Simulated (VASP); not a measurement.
# InP (Fm-3m) in VASP: notebook

The runs below take InP through single point, with r2SCAN, HSE06, PBE-based screened hybrid.

Everything below comes from runs of VASP 6.6.1. Logs are shortened: lines on timing, memory, paths and dates and some standing lists are left out, and cuts for length are marked.

### Step 1. The structure

Symmetry: Fm-3m, No. 225, cubic system. The conventional cell has a = 5.491 Å, b = 5.491 Å, c = 5.491 Å, α = 90.00°, β = 90.00°, γ = 90.00°. Around In (site symmetry m-3m) lie 6 P at 2.75 Å. P (site symmetry m-3m) is surrounded by 6 In at 2.75 Å.

The cell was built by a generator and needn't be a form met in nature.

### Step 2. Single point, r2SCAN

Input file POSCAR:

```
InP
1.0
    0.0000000000      2.7453630729      2.7453630729
    2.7453630729      0.0000000000      2.7453630729
    2.7453630729      2.7453630729      0.0000000000
In P
1 1
Direct
    0.0000000000      0.0000000000      0.0000000000
    0.5000000000      0.5000000000      0.5000000000
```

Input file INCAR.step1:

```
ALGO = Normal
EDIFF = 1E-4
ENCUT = 520
GGA = PE
ISMEAR = -1
LASPH = True
LCHARG = False
LREAL = False
LWAVE = True
NBANDS = 16
NELM = 80
PREC = Accurate
SIGMA = 0.02
```

Input file INCAR.step2:

```
ALGO = Normal
EDIFF = 1E-6
ENCUT = 520
ISIF = 2
ISMEAR = -1
ISTART = 1
LASPH = True
LCHARG = False
LMIXTAU = True
LREAL = False
LWAVE = False
METAGGA = R2SCAN
NBANDS = 16
NELM = 80
PREC = Accurate
SIGMA = 0.02
```

Input file KPOINTS:

```
k-points
0
Gamma
  6 6 6
```

Potentials or basis: VASP PAW PBE potentials, release 64 (In_d, P).

Run with:

```bash
cat potpaw_PBE.64/In_d/POTCAR potpaw_PBE.64/P/POTCAR > POTCAR
cp INCAR.step1 INCAR
mpirun -np 1 vasp_std > vasp.out
cp INCAR.step2 INCAR
mpirun -np 1 vasp_std > vasp.out
```

OUTCAR:

```text
EDIFF = 1E-6
   ENCUT = 520
   ISIF = 2
   ISMEAR = -1
   ISTART = 1
   LASPH = True
   LREAL = False
   METAGGA = R2SCAN
   NELM = 80
   PREC = Accurate

 ion  position               nearest neighbor table
   1  0.000  0.000  0.000-   2 2.75   2 2.75   2 2.75   2 2.75   2 2.75   2 2.75
   2  0.500  0.500  0.500-   1 2.75   1 2.75   1 2.75   1 2.75   1 2.75   1 2.75

  LATTYP: Found a face centered cubic cell.
 ALAT       =     5.4907261458

  Lattice vectors:

 A1 = (   0.0000000000,   2.7453630729,   2.7453630729)
 A2 = (   2.7453630729,   0.0000000000,   2.7453630729)
 A3 = (   2.7453630729,   2.7453630729,   0.0000000000)

Analysis of symmetry for initial positions (statically):
=====================================================================
 Subroutine PRICEL returns:
 Original cell was already a primitive cell.

 Routine SETGRP: Setting up the symmetry group for a
 face centered cubic supercell.

 Subroutine GETGRP returns: Found 48 space group operations
 (whereof 48 operations were pure point group operations)
 out of a pool of 48 trial point group operations.

The static configuration has the point symmetry O_h .

Analysis of symmetry for dynamics (positions and initial velocities):
=====================================================================
 Subroutine PRICEL returns:
 Original cell was already a primitive cell.

 Routine SETGRP: Setting up the symmetry group for a
 face centered cubic supercell.

 Subroutine GETGRP returns: Found 48 space group operations
 (whereof 48 operations were pure point group operations)
 out of a pool of 48 trial point group operations.

The dynamic configuration has the point symmetry O_h .

 Subroutine INISYM returns: Found 48 space group operations
 (whereof 48 operations are pure point group operations),
 and found     1 'primitive' translations

----------------------------------------------------------------------------------------

                                     Primitive cell

  volume of cell :      41.3837

  direct lattice vectors                    reciprocal lattice vectors
     0.000000000  2.745363073  2.745363073    -0.182125273  0.182125273  0.182125273
     2.745363073  0.000000000  2.745363073     0.182125273 -0.182125273  0.182125273
     2.745363073  2.745363073  0.000000000     0.182125273  0.182125273 -0.182125273

  length of vectors
     3.882529691  3.882529691  3.882529691     0.315450227  0.315450227  0.315450227

  position of ions in fractional coordinates (direct lattice)
     0.000000000  0.000000000  0.000000000
     0.500000000  0.500000000  0.500000000

  ion indices of the primitive-cell ions
   primitive index   ion index
                 1           1
                 2           2

----------------------------------------------------------------------------------------

 KPOINTS: k-points

Automatic generation of k-mesh.
 Grid dimensions read from file:
 generate k-points for:    6    6    6

 Generating k-lattice:

  Cartesian coordinates                     Fractional coordinates (reciprocal lattice)
    -0.030354212  0.030354212  0.030354212     0.166666667  0.000000000  0.000000000
     0.030354212 -0.030354212  0.030354212     0.000000000  0.166666667  0.000000000
     0.030354212  0.030354212 -0.030354212     0.000000000  0.000000000  0.166666667

  Length of vectors
     0.052575038  0.052575038  0.052575038

  Shift w.r.t. Gamma in fractional coordinates (k-lattice)
     0.000000000  0.000000000  0.000000000

 Subroutine IBZKPT returns following result:
 ===========================================

 Found     16 irreducible k-points:

 Following reciprocal coordinates:
            Coordinates               Weight
  0.000000  0.000000  0.000000      1.000000
  0.166667  0.000000  0.000000      8.000000
  0.333333  0.000000  0.000000      8.000000
  0.500000  0.000000  0.000000      4.000000
  0.166667  0.166667  0.000000      6.000000
  0.333333  0.166667  0.000000     24.000000
[... 8 lines left out ...]
 -0.333333  0.333333  0.166667     24.000000
 -0.333333  0.500000  0.166667     12.000000
   k-points           NKPTS =     16   k-points in BZ     NKDIM =     16   number of bands    NBANDS=     16
   number of dos      NEDOS =    301   number of ions     NIONS =      2
   total plane-waves  NPLWV =  27000
   dimension x,y,z NGX =    30 NGY =   30 NGZ =   30
   dimension x,y,z NGXF=    60 NGYF=   60 NGZF=   60
   ions per type =               1   1
   NGX,Y,Z   is equivalent  to a cutoff of  12.85, 12.85, 12.85 a.u.
   NGXF,Y,Z  is equivalent  to a cutoff of  25.69, 25.69, 25.69 a.u.
 SYSTEM =  unknown system
   PREC   = accura    normal or accurate (medium, high low for compatibility)
   ISTART =      1    job   : 0-new  1-cont  2-samecut
   ICHARG =      0    charge: 1-file 2-atom 10-const
   ISPIN  =      1    spin polarized calculation?
   LNONCOLLINEAR =      F non collinear calculations
   LSORBIT =      F    spin-orbit coupling
   LASPH  =      T    aspherical Exc in radial PAW
   ENCUT  =  520.0 eV  38.22 Ry    6.18 a.u.   7.22  7.22  7.22*2*pi/ulx,y,z
   NELM   =     80;   NELMIN=  2; NELMDL=  0     # of ELM steps
   EDIFF  = 0.1E-05   stopping-criterion for ELM
   LREAL  =      F    real-space projection
   EDIFFG = 0.1E-04   stopping-criterion for IOM
   NSW    =      0    number of steps for IOM
   IBRION =     -1    ionic relax: 0-MD 1-quasi-New 2-CG
   NFREE  =      0    steps in history (QN), initial steepest desc. (CG)
   ISIF   =      2    stress and relaxation
   ISYM   =      2    0-nonsym 1-usesym 2-fastsym
   POTIM  = 0.5000    time-step for ionic-motion
   TEBEG  =    0.0;   TEEND  =   0.0 temperature during run
   PSTRESS=    0.0 pullay stress
   NELECT =      18.0000    total number of electrons
   NUPDOWN=      -1.0000    fix difference up-down
   EMIN   =  10.00;   EMAX   =-10.00  energy-range for DOS
   EFERMI =   0.00;   METHOD = LEGACY
   ISMEAR =    -1;   SIGMA  =   0.02  broadening in eV -4-tet -1-fermi 0-gaus
   EFERMI_NEDOS =   21; number of points for ismear=-14 and -15
   IALGO  =     38    algorithm
   IMIX   =      4    mixing-type and parameters
     AMIX     =   0.40;   BMIX     =  1.00
     AMIX_MAG =   1.60;   BMIX_MAG =  1.00
  volume/ion in A,a.u.               =      20.69       139.64
  Fermi-wavevector in a.u.,A,eV,Ry     =   1.240383  2.343984 20.933251  1.538551
  Thomas-Fermi vector in A             =   2.374826
   LORBIT       =      0    0 simple, 1 ext, 2 COOP (PROOUT), +10 PAW based schemes
   METAGGA = R2SCAN    functional components
   LHFCALC =     F    Hartree Fock is set to
   AEXX    =    0.0000 exact exchange contribution
   IVDW    =     0    specifies the selected vdW correction
   LEPSILON=     F    determine dielectric tensor
   LRPA    =     F    only Hartree local field effects (RPA)
 non-spin polarized calculation
  energy-cutoff  :      520.00
  volume of cell :       41.38
 maximum number of plane-waves:      1139
 NGX is ok and might be reduce to    30
   NGX = 15   NGY = 15   NGZ = 15

 number of electron      18.0000004 magnetization

 Free energy of the ion-electron system (eV)
  ---------------------------------------------------
  ext. energy  EPLUGINS =         0.00000000
  ---------------------------------------------------
  free energy    TOTEN  =       -31.72885417 eV

  energy without entropy =      -31.72463874  energy(sigma->0) =      -31.72674645

 E-fermi :   7.1475     XC(G=0): -11.1427

 val. band max:        7.1181758826   @ k =  -0.3333   0.1667   0.0000
 cond. band min:       7.1499034351   @ k =   0.3333   0.0000   0.0000
 fundamental gap:      0.0317275525
 Fermi energy:         7.1474795726

 k-point     1 :       0.0000    0.0000    0.0000
  band No.  band energies     occupation
      1      -7.4976      2.00000
      2      -7.4976      2.00000
      3      -7.4561      2.00000
      4      -7.4561      2.00000
      5      -7.4561      2.00000
      6      -5.5112      2.00000
[... 8 lines left out ...]
     15      16.4945      0.00000
     16      16.4945      0.00000

 k-point     2 :       0.1667    0.0000    0.0000
  band No.  band energies     occupation
      1      -7.5136      2.00000
      2      -7.5136      2.00000
      3      -7.4577      2.00000
      4      -7.4364      2.00000
      5      -7.4364      2.00000
      6      -5.1462      2.00000
[... 8 lines left out ...]
     15      15.7401      0.00000
     16      16.2689      0.00000

 k-point     3 :       0.3333    0.0000    0.0000
  band No.  band energies     occupation
      1      -7.5513      2.00000
      2      -7.5513      2.00000
      3      -7.4649      2.00000
      4      -7.3906      2.00000
      5      -7.3906      2.00000
      6      -4.1476      2.00000
[... 8 lines left out ...]
     15      17.4825      0.00000
     16      17.4826      0.00000

 k-point     4 :       0.5000    0.0000    0.0000
  band No.  band energies     occupation
      1      -7.5706      2.00000
      2      -7.5706      2.00000
      3      -7.4699      2.00000
      4      -7.3669      2.00000
      5      -7.3669      2.00000
      6      -3.3109      2.00000
[... 8 lines left out ...]
     15      19.1534      0.00000
     16      19.3260      0.00000
[... 172 lines left out ...]
 k-point    14 :       0.5000    0.3333    0.1667
  band No.  band energies     occupation
      1      -7.7063      2.00000
      2      -7.5087      2.00000
      3      -7.4649      2.00000
      4      -7.3875      2.00000
      5      -7.3656      2.00000
      6      -3.1575      2.00000
[... 8 lines left out ...]
     15      20.2452      0.00000
     16      20.7931      0.00000

 k-point    15 :      -0.3333    0.3333    0.1667
  band No.  band energies     occupation
      1      -7.7312      2.00000
      2      -7.5217      2.00000
      3      -7.4332      2.00000
      4      -7.4173      2.00000
      5      -7.3472      2.00000
      6      -2.4031      2.00000
[... 8 lines left out ...]
     15      18.7536      0.00000
     16      21.1895      0.00000

 k-point    16 :      -0.3333    0.5000    0.1667
  band No.  band energies     occupation
      1      -7.8132      2.00000
      2      -7.4873      2.00000
      3      -7.4735      2.00000
      4      -7.3817      2.00000
      5      -7.3311      2.00000
      6      -2.0177      2.00000
[... 8 lines left out ...]
     15      20.4893      0.00000
     16      21.3964      0.00000

------------------------ aborting loop because EDIFF is reached ----------------------------------------

  FORCE on cell =-STRESS in cart. coord.  units (eV):
  Direction    XX          YY          ZZ          XY          YZ          ZX
  --------------------------------------------------------------------------------------
  -------------------------------------------------------------------------------------
  Total        0.1751231      0.1751231      0.1751231      0.0000000      0.0000000     -0.0000000
  in kB        6.7799222      6.7799222      6.7799222      0.0000000      0.0000000     -0.0000000
  external PRESSURE =       6.7799222 kB  Pullay stress =       0.0000000 kB

 VOLUME and BASIS-vectors are now :
 -----------------------------------------------------------------------------
  energy-cutoff  :      520.00
  volume of cell :       41.38
      direct lattice vectors                 reciprocal lattice vectors
     0.000000000  2.745363073  2.745363073    -0.182125273  0.182125273  0.182125273
     2.745363073  0.000000000  2.745363073     0.182125273 -0.182125273  0.182125273
     2.745363073  2.745363073  0.000000000     0.182125273  0.182125273 -0.182125273

 POSITION                                       TOTAL-FORCE (eV/Angst)
 -----------------------------------------------------------------------------------
      0.00000      0.00000      0.00000         0.000000     -0.000000      0.000000
      2.74536      2.74536      2.74536        -0.000000      0.000000      0.000000
 -----------------------------------------------------------------------------------
    total drift:                               -0.000000      0.000000      0.000000

  FREE ENERGIE OF THE ION-ELECTRON SYSTEM (eV)
  ---------------------------------------------------
  free  energy   TOTEN  =       -31.7288541656 eV

  energy  without entropy=      -31.7246387409  energy(sigma->0) =      -31.72674645
```

It took 71 s on 1 thread of Intel Xeon Platinum 8375C at 2.90GHz (Ice Lake), shared host; peak memory 0.17 GiB.

Results:

| Quantity | Value |
| --- | --- |
| Free energy | -31.7289 eV |
| Pressure | 0.7 GPa |
| Band gap on the k mesh | none (metal or under the smearing width) |

Caveat: the PAW data sets were made with another functional, which shifts forces and pressure a little.

### Step 3. Single point, HSE06

POSCAR is that of step 2.

Input file INCAR.step1:

```
  PREC = Accurate
  ENCUT = 520
  EDIFF = 1E-5
  ISMEAR = -1
  SIGMA = 0.02
  LREAL = F
  LASPH = T
  NELM = 100
  ALGO = Normal
  ISIF = 2
  LWAVE = T
  GGA = PE
  NBANDS = 16
```

Input file INCAR.step2:

```
  PREC = Accurate
  ENCUT = 520
  EDIFF = 1E-7
  ISMEAR = -1
  SIGMA = 0.02
  LREAL = F
  LASPH = T
  NELM = 100
  ALGO = Normal
  ISIF = 2
  LWAVE = F
  LCHARG = T
  GGA = PE
  LHFCALC = T
  HFSCREEN = 0.2079
  PRECFOCK = Normal
  LELF = T
  LVHAR = T
  ISTART = 1
  NBANDS = 16
```

Input file KPOINTS:

```
Automatic mesh
0
Gamma
  4 4 4
```

Potentials or basis: VASP PAW PBE potentials, release 64 (In_d, P).

Run with:

```bash
cat potpaw_PBE.64/In_d/POTCAR potpaw_PBE.64/P/POTCAR > POTCAR
cp INCAR.step1 INCAR
mpirun -np 1 vasp_std > vasp.out
cp INCAR.step2 INCAR
mpirun -np 1 vasp_std > vasp.out
```

OUTCAR:

```text
PREC = Accurate
   ENCUT = 520
   EDIFF = 1E-7
   ISMEAR = -1
   LREAL = F
   LASPH = T
   NELM = 100
   ISIF = 2
   GGA = PE
   LHFCALC = T
   HFSCREEN = 0.2079
   PRECFOCK = Normal
   ISTART = 1

 ion  position               nearest neighbor table
   1  0.000  0.000  0.000-   2 2.75   2 2.75   2 2.75   2 2.75   2 2.75   2 2.75
   2  0.500  0.500  0.500-   1 2.75   1 2.75   1 2.75   1 2.75   1 2.75   1 2.75

[... 332 lines left out ...]
     16      21.8994      0.00000

------------------------ aborting loop because EDIFF is reached ----------------------------------------

  FORCE on cell =-STRESS in cart. coord.  units (eV):
  Direction    XX          YY          ZZ          XY          YZ          ZX
  --------------------------------------------------------------------------------------
  -------------------------------------------------------------------------------------
  Total       -0.1049909     -0.1049909     -0.1049909     -0.0000000      0.0000000     -0.0000000
  in kB       -4.0647429     -4.0647429     -4.0647429     -0.0000000      0.0000000     -0.0000000
  external PRESSURE =      -4.0647429 kB  Pullay stress =       0.0000000 kB

 VOLUME and BASIS-vectors are now :
 -----------------------------------------------------------------------------
  energy-cutoff  :      520.00
  volume of cell :       41.38
      direct lattice vectors                 reciprocal lattice vectors
     0.000000000  2.745363073  2.745363073    -0.182125273  0.182125273  0.182125273
     2.745363073  0.000000000  2.745363073     0.182125273 -0.182125273  0.182125273
     2.745363073  2.745363073  0.000000000     0.182125273  0.182125273 -0.182125273

 POSITION                                       TOTAL-FORCE (eV/Angst)
 -----------------------------------------------------------------------------------
      0.00000      0.00000      0.00000         0.000000     -0.000000     -0.000000
      2.74536      2.74536      2.74536        -0.000000      0.000000      0.000000
 -----------------------------------------------------------------------------------
    total drift:                               -0.000001     -0.000001     -0.000001

  FREE ENERGIE OF THE ION-ELECTRON SYSTEM (eV)
  ---------------------------------------------------
  free  energy   TOTEN  =        -9.1396594625 eV

  energy  without entropy=       -9.1363516352  energy(sigma->0) =       -9.13800555
```

Wall time 19 min (1 thread of Intel Xeon Platinum 8375C at 2.90GHz (Ice Lake), shared host); peak memory 0.27 GiB.

What came out:

```yaml
Free_energy: -9.1397 eV
Pressure: -0.4 GPa
Band_gap_on_the_k_mesh: none (metal or under the smearing width)
```

Caveat: the k mesh is coarse (spacing up to 0.50 Å⁻¹), so the values aren't converged, least of all with exact exchange; the PAW data sets were made with another functional, which shifts forces and pressure a little.

[end of part 1 of 2]
